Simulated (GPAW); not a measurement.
Crystal: Bi.

```xyz
2
Lattice="2.2675 1.3091 3.9380 -2.2675 1.3091 3.9380 0.0000 -2.6183 3.9380" Properties=species:S:1:pos:R:3 pbc="T T T"
Bi    0.0000    0.0000    9.0495
Bi    0.0000    0.0000    2.7645
```

Base run:

| Property | Result |
| --- | --- |
| Program | GPAW 26.7.0 |
| Functional | LDA |
| Potentials or basis | the program's PAW data sets (release 1.2.1) made for this functional |
| Cutoff | 450 eV |
| Basis | pw |
| k mesh | 6 × 6 × 6 |
| Occupations | fermi-dirac, width 0.05 eV |
| Spin | no spin polarisation |

Its results: band gap on the k mesh none (metal or under the smearing width); pressure -2.1 GPa; largest force 0.049 eV/Å.

Question: The run is repeated on the same cell with these changes: functional from LDA to PBE; potentials or basis from the program's PAW data sets (release 1.2.1) made for this functional to GPAW PAW data sets (gpaw-data 1.2.1). What comes out?

Answer: Band gap on the k mesh none (metal or under the smearing width); pressure 1.7 GPa; largest force 0.112 eV/Å.

Caveats: the cutoff is short for stress and forces, so pressures can be off by a GPa or more; spin-orbit coupling is left out, which moves the levels of the heavy elements.
